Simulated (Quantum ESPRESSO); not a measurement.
# In2O3 (R-3c) in Quantum ESPRESSO: settings compared, part 2 of 2

Quantum ESPRESSO 7.5. The steps go on from the part before.

## (3) Band structure, r2SCAN

Contents of pw.in:

```
&CONTROL
  calculation = 'scf'
  prefix = 'pwscf'
  outdir = './tmp'
  pseudo_dir = './pseudo'
  tprnfor = .true.
  tstress = .true.
  disk_io = 'low'
/
&SYSTEM
  ibrav = 0
  celldm(1) = 8
  nat = 10
  ntyp = 2
  ecutwfc = 88
  nbnd = 57
  input_dft = 'r2scan'
  occupations = 'smearing'
  smearing = 'fd'
  degauss = 0.00367493
  nosym = .true.
/
&ELECTRONS
  conv_thr = 1d-08
  electron_maxstep = 120
  mixing_beta = 0.5
/
ATOMIC_SPECIES
In   114.8180 In_ONCV_PBE-1.2.upf
O     15.9990 O_ONCV_PBE-1.2.upf
CELL_PARAMETERS alat
  0.6480579528639   0.3741564335313   1.1424969195212
 -0.6480579528639   0.3741564335313   1.1424969195212
  0.0000000000000  -0.7483128670626   1.1424969195212
ATOMIC_POSITIONS crystal
In     0.8573100000    0.8573100000    0.8573100000
In     0.6426900000    0.6426900000    0.6426900000
In     0.1426900000    0.1426900000    0.1426900000
In     0.3573100000    0.3573100000    0.3573100000
O      0.0480000000    0.7500000000    0.4520000000
O      0.7500000000    0.4520000000    0.0480000000
O      0.4520000000    0.0480000000    0.7500000000
O      0.9520000000    0.2500000000    0.5480000000
O      0.2500000000    0.5480000000    0.9520000000
O      0.5480000000    0.9520000000    0.2500000000
K_POINTS automatic
3 3 3 0 0 0
```

Contents of bands.in:

```
&CONTROL
  calculation = 'bands'
  prefix = 'pwscf'
  outdir = './tmp'
  pseudo_dir = './pseudo'
  disk_io = 'low'
  verbosity = 'high'
/
&SYSTEM
  ibrav = 0
  celldm(1) = 8
  nat = 10
  ntyp = 2
  ecutwfc = 88
  nbnd = 57
  input_dft = 'r2scan'
  occupations = 'smearing'
  smearing = 'fd'
  degauss = 0.00367493
  nosym = .true.
/
&ELECTRONS
  conv_thr = 1d-08
  electron_maxstep = 120
  mixing_beta = 0.5
  diago_full_acc = .true.
  startingwfc = 'random'
/
ATOMIC_SPECIES
In   114.8180 In_ONCV_PBE-1.2.upf
O     15.9990 O_ONCV_PBE-1.2.upf
CELL_PARAMETERS alat
  0.6480579528639   0.3741564335313   1.1424969195212
 -0.6480579528639   0.3741564335313   1.1424969195212
  0.0000000000000  -0.7483128670626   1.1424969195212
ATOMIC_POSITIONS crystal
In     0.8573100000    0.8573100000    0.8573100000
In     0.6426900000    0.6426900000    0.6426900000
In     0.1426900000    0.1426900000    0.1426900000
In     0.3573100000    0.3573100000    0.3573100000
O      0.0480000000    0.7500000000    0.4520000000
O      0.7500000000    0.4520000000    0.0480000000
O      0.4520000000    0.0480000000    0.7500000000
O      0.9520000000    0.2500000000    0.5480000000
O      0.2500000000    0.5480000000    0.9520000000
O      0.5480000000    0.9520000000    0.2500000000
K_POINTS crystal
60
 0.0000000000  0.0000000000  0.0000000000 1
 0.0625000000  0.0000000000  0.0000000000 1
 0.1250000000  0.0000000000  0.0000000000 1
 0.1875000000  0.0000000000  0.0000000000 1
 0.2500000000  0.0000000000  0.0000000000 1
 0.3125000000  0.0000000000  0.0000000000 1
 0.3750000000  0.0000000000  0.0000000000 1
 0.4375000000  0.0000000000  0.0000000000 1
 0.5000000000  0.0000000000  0.0000000000 1
 0.5000000000  0.0396944186 -0.0396944186 1
 0.5000000000  0.0793888372 -0.0793888372 1
 0.5000000000  0.1190832558 -0.1190832558 1
 0.5000000000  0.1587776744 -0.1587776744 1
 0.5000000000  0.1984720930 -0.1984720930 1
 0.5000000000  0.2381665116 -0.2381665116 1
 0.7618334884  0.5000000000  0.2381665116 1
 0.7181945737  0.5000000000  0.2818054263 1
 0.6745556589  0.5000000000  0.3254443411 1
 0.6309167442  0.5000000000  0.3690832558 1
 0.5872778295  0.5000000000  0.4127221705 1
 0.5436389147  0.5000000000  0.4563610853 1
 0.5000000000  0.5000000000  0.5000000000 1
 0.4285714286  0.4285714286  0.4285714286 1
 0.3571428571  0.3571428571  0.3571428571 1
 0.2857142857  0.2857142857  0.2857142857 1
 0.2142857143  0.2142857143  0.2142857143 1
 0.1428571429  0.1428571429  0.1428571429 1
 0.0714285714  0.0714285714  0.0714285714 1
 0.0000000000  0.0000000000  0.0000000000 1
 0.0369083256  0.0000000000 -0.0369083256 1
 0.0738166512  0.0000000000 -0.0738166512 1
 0.1107249767  0.0000000000 -0.1107249767 1
 0.1476333023  0.0000000000 -0.1476333023 1
 0.1845416279  0.0000000000 -0.1845416279 1
 0.2214499535  0.0000000000 -0.2214499535 1
 0.2583582791  0.0000000000 -0.2583582791 1
 0.2952666046  0.0000000000 -0.2952666046 1
 0.3321749302  0.0000000000 -0.3321749302 1
 0.3690832558  0.0000000000 -0.3690832558 1
 0.6309167442  0.3690832558  0.0000000000 1
 0.5872778295  0.4127221705  0.0000000000 1
 0.5436389147  0.4563610853  0.0000000000 1
 0.5000000000  0.5000000000  0.0000000000 1
 0.5436389147  0.5436389147  0.0793888372 1
 0.5872778295  0.5872778295  0.1587776744 1
 0.6309167442  0.6309167442  0.2381665116 1
 0.6122143522  0.6122143522  0.2755712956 1
 0.5935119601  0.5935119601  0.3129760797 1
 0.5748095681  0.5748095681  0.3503808638 1
 0.5561071761  0.5561071761  0.3877856478 1
 0.5374047841  0.5374047841  0.4251904319 1
 0.5187023920  0.5187023920  0.4625952159 1
 0.5000000000  0.5000000000  0.5000000000 1
 0.5000000000  0.0000000000  0.0000000000 1
 0.5436389147  0.0615138760  0.0615138760 1
 0.5872778295  0.1230277519  0.1230277519 1
 0.6309167442  0.1845416279  0.1845416279 1
 0.6745556589  0.2460555039  0.2460555039 1
 0.7181945737  0.3075693798  0.3075693798 1
 0.7618334884  0.3690832558  0.3690832558 1
```

Potentials or basis: SG15 PBE 1.2.

Launch:

```console
> OMP_NUM_THREADS=1 mpirun -n 2 pw.x -nk 2 -in pw.in > pw.out
> OMP_NUM_THREADS=1 mpirun -n 2 pw.x -nk 2 -in bands.in > bands.out
```

pw.out:

```text
This program is part of the open-source Quantum ESPRESSO suite
     for quantum simulation of materials; please cite
         "P. Giannozzi et al., J. Phys.:Condens. Matter 21 395502 (2009);
         "P. Giannozzi et al., J. Phys.:Condens. Matter 29 465901 (2017);
         "P. Giannozzi et al., J. Chem. Phys. 152 154105 (2020);
     in publications or presentations arising from this work. More details at

     IMPORTANT: XC functional enforced from input :
     Exchange-correlation= R2SCAN
                           (   0   0   0   0   0 497 498)
     Any further DFT definition will be discarded
     Please, verify this is what you really want

     K-points division:     npool     =       2
     Subspace diagonalization in iterative solution of the eigenvalue problem:
     a serial algorithm will be used

     G-vector sticks info
     --------------------
     sticks:   dense  smooth     PW     G-vecs:    dense   smooth      PW
     Sum        2791    2791    775                94873    94873   13709

     Using Slab Decomposition

     bravais-lattice index     =            0
     lattice parameter (alat)  =       8.0000  a.u.
     unit-cell volume          =     851.0269 (a.u.)^3
     number of atoms/cell      =           10
     number of atomic types    =            2
     number of electrons       =        88.00
     number of Kohn-Sham states=           57
     kinetic-energy cutoff     =      88.0000  Ry
     charge density cutoff     =     352.0000  Ry
     scf convergence threshold =      1.0E-08
     mixing beta               =       0.5000
     number of iterations used =            8  plain     mixing
     Exchange-correlation= R2SCAN
                           (   0   0   0   0   0 497 498)

     celldm(1)=   8.000000  celldm(2)=   0.000000  celldm(3)=   0.000000
     celldm(4)=   0.000000  celldm(5)=   0.000000  celldm(6)=   0.000000

     crystal axes: (cart. coord. in units of alat)
               a(1) = (   0.648058   0.374156   1.142497 )
               a(2) = (  -0.648058   0.374156   1.142497 )
               a(3) = (   0.000000  -0.748313   1.142497 )

[... 251 lines left out ...]
    17.6062  18.3554  19.0530  19.9618  20.4641  20.9190  21.0388  21.1964
    22.6314
[... 25 lines left out ...]
    -8.6607  -8.6263  -8.3178  -8.2268  -8.2211  -8.1384  -2.6370  -2.5663
    -2.5510  -2.4797  -2.4785  -2.4617  -2.4074  -2.3886  -2.3871  -2.2534
    -2.2008  -2.1786  -2.1767  -2.1064  -2.0590  -2.0378  -2.0224  -1.9471
    -1.4141  -1.2732   4.4638   4.8942   5.1993   5.5444   6.4081   6.4678
     6.9380   7.4269   7.7031   7.8424   8.0637   8.2870   8.6211   8.6999
     9.0835   9.1386   9.2781   9.4638  14.9433  15.3827  15.9999  16.4778
    17.2820  18.6263  19.2774  19.4337  20.7062  20.8570  21.7340  21.8116
    22.2187

          k = 0.5144-0.0000-0.0000 ( 11852 PWs)   bands (ev):

    -8.6469  -8.6282  -8.3296  -8.2229  -8.2202  -8.1302  -2.6232  -2.6136
    -2.5258  -2.5063  -2.4987  -2.4462  -2.4252  -2.4153  -2.2894  -2.2693
    -2.2541  -2.2067  -2.0966  -2.0588  -2.0562  -2.0516  -2.0207  -1.7715
    -1.5696  -1.4067   4.6951   4.8175   5.1317   5.1837   6.4693   6.6111
     6.8143   7.4391   7.5761   7.7811   8.0481   8.3830   8.8321   8.9781
     9.0716   9.3074   9.4282   9.4919  15.0615  15.4040  15.4336  16.0160
    17.6062  18.3554  19.0530  19.9618  20.4641  20.9190  21.0388  21.1964
    22.6315

          k = 0.5144-0.2970 0.0973 ( 11865 PWs)   bands (ev):

    -8.6607  -8.6263  -8.3178  -8.2268  -8.2211  -8.1384  -2.6370  -2.5663
    -2.5510  -2.4797  -2.4785  -2.4617  -2.4074  -2.3886  -2.3871  -2.2534
    -2.2008  -2.1786  -2.1767  -2.1064  -2.0590  -2.0378  -2.0224  -1.9471
    -1.4141  -1.2732   4.4638   4.8942   5.1993   5.5444   6.4081   6.4678
     6.9380   7.4268   7.7031   7.8424   8.0637   8.2870   8.6211   8.6999
     9.0835   9.1386   9.2781   9.4638  14.9433  15.3827  15.9999  16.4778
    17.2820  18.6263  19.2774  19.4337  20.7062  20.8570  21.7341  21.8116
    22.2188

          k = 0.5144 0.2970-0.0973 ( 11865 PWs)   bands (ev):

    -8.6607  -8.6263  -8.3178  -8.2267  -8.2212  -8.1384  -2.6370  -2.5663
    -2.5510  -2.4797  -2.4785  -2.4617  -2.4074  -2.3886  -2.3871  -2.2534
    -2.2008  -2.1786  -2.1767  -2.1064  -2.0590  -2.0378  -2.0224  -1.9471
    -1.4141  -1.2732   4.4638   4.8942   5.1993   5.5444   6.4081   6.4678
     6.9380   7.4268   7.7031   7.8424   8.0637   8.2870   8.6211   8.6999
     9.0835   9.1386   9.2781   9.4638  14.9433  15.3827  15.9999  16.4778
    17.2820  18.6263  19.2774  19.4337  20.7062  20.8570  21.7340  21.8116
    22.2188

     the Fermi energy is    10.3330 ev

!    total energy              =    -607.12376370 Ry
     estimated scf accuracy    <          5.4E-09 Ry
     smearing contrib. (-TS)   =      -0.00000003 Ry
     internal energy E=F+TS    =    -607.12376367 Ry

     The total energy is F=E-TS. E is the sum of the following terms:
     one-electron contribution =    -114.57698457 Ry
     hartree contribution      =     125.79752036 Ry
     xc contribution           =     -95.68740104 Ry
     ewald contribution        =    -522.65689842 Ry

     convergence has been achieved in  12 iterations

     Forces acting on atoms (cartesian axes, Ry/au):

     atom    1 type  1   force =     0.00002691   -0.00001385    0.00027893
     atom    2 type  1   force =    -0.00000122   -0.00002511   -0.00027788
     atom    3 type  1   force =    -0.00001584    0.00002078   -0.00024447
     atom    4 type  1   force =    -0.00000943    0.00002289    0.00024472
     atom    5 type  2   force =    -0.00201814   -0.00349990   -0.00000095
     atom    6 type  2   force =    -0.00202029    0.00349786   -0.00000007
     atom    7 type  2   force =     0.00403936   -0.00000228   -0.00000005
     atom    8 type  2   force =     0.00201980    0.00349935    0.00000023
     atom    9 type  2   force =     0.00202002   -0.00349957    0.00000023
     atom   10 type  2   force =    -0.00404117   -0.00000017   -0.00000068

     Total force =     0.009910     Total SCF correction =     0.000056

     Computing stress (Cartesian axis) and pressure

          total   stress  (Ry/bohr**3)                   (kbar)     P=       12.03
   0.00009296   0.00000000   0.00000001           13.67        0.00        0.00
   0.00000000   0.00009295   0.00000001            0.00       13.67        0.00
   0.00000001   0.00000001   0.00005944            0.00        0.00        8.74

=------------------------------------------------------------------------------=
   JOB DONE.
=------------------------------------------------------------------------------=
```

It took 27 min on 2 MPI ranks of Intel Xeon 6975P-C (Granite Rapids), shared host; peak memory 0.84 GiB.

What came out:

```yaml
Free_energy: -8260.3396 eV
Pressure: 1.2 GPa
Largest_force: 0.104 eV/Å
Band_gap_on_the_k_mesh: 1.39 eV, indirect (least direct gap 1.40 eV)
Band_gap_along_the_path: 1.39 eV, indirect (least direct gap 1.40 eV)
```

Forces on the atoms (eV/Å):
```
In   0.001  0.000  0.007
In   0.000 -0.001 -0.007
In   0.000  0.001 -0.006
In   0.000  0.001  0.006
O   -0.052 -0.090  0.000
O   -0.052  0.090  0.000
O    0.104  0.000  0.000
O    0.052  0.090  0.000
O    0.052 -0.090  0.000
O   -0.104  0.000  0.000
```

Levels at the corners of the path, in eV from the valence-band top:
| point | band 41 | band 42 | band 43 | band 44 | band 45 | band 46 | band 47 | band 48 |
| --- | --- | --- | --- | --- | --- | --- | --- | --- |
| Γ | -0.27 | -0.27 | -0.01 | -0.01 | 1.39 | 5.96 | 6.45 | 7.71 |
| L | -0.77 | -0.77 | -0.06 | -0.06 | 5.25 | 5.25 | 6.17 | 6.17 |
| B1 | -0.34 | -0.34 | -0.15 | -0.15 | 5.86 | 5.86 | 6.24 | 6.24 |
| B | -0.34 | -0.34 | -0.15 | -0.15 | 5.86 | 5.86 | 6.24 | 6.24 |
| Z | -0.19 | -0.19 | -0.19 | -0.19 | 4.68 | 4.68 | 7.44 | 7.44 |
| Γ | -0.27 | -0.27 | -0.01 | -0.01 | 1.39 | 5.96 | 6.45 | 7.71 |
| X | -0.47 | -0.25 | -0.19 | -0.07 | 5.57 | 5.83 | 6.08 | 6.49 |
| Q | -0.47 | -0.25 | -0.19 | -0.07 | 5.57 | 5.83 | 6.08 | 6.49 |
| F | -0.56 | -0.31 | -0.07 | -0.04 | 5.46 | 5.80 | 6.75 | 6.91 |
| P1 | -0.40 | -0.37 | -0.31 | -0.09 | 5.73 | 5.93 | 6.05 | 6.91 |
| Z | -0.19 | -0.19 | -0.19 | -0.19 | 4.68 | 4.68 | 7.44 | 7.44 |
| L | -0.77 | -0.77 | -0.06 | -0.06 | 5.25 | 5.25 | 6.17 | 6.17 |
| P | -0.40 | -0.37 | -0.31 | -0.09 | 5.73 | 5.93 | 6.05 | 6.91 |

Caveat: the k mesh is coarse (spacing up to 0.46 Å⁻¹), so the values aren't converged; the potentials were made for another functional, which shifts forces and pressure; spin-orbit coupling is left out, which moves the levels of the heavy elements. r2SCAN opens gaps a little over a GGA but as a rule still falls short of measured ones.

## (4) How close it comes

Step 2. A measured gap of In2O3 is 3.08 eV (optical; powder; “Fabrication and performance enhancement of an In2O3/BiVO4 heterojunction for N-butanol gas sensing applications”, 2024, pmc:11650617); the calculated 1.18 eV misses it by -1.90 eV. So large a miss can be the level of theory's own, or it may mean another phase, state or a wrong row. Spin-orbit coupling on In is left out. The value is that of LDA, without temperature or zero-point motion. Semilocal functionals fall short of measured gaps as a rule.
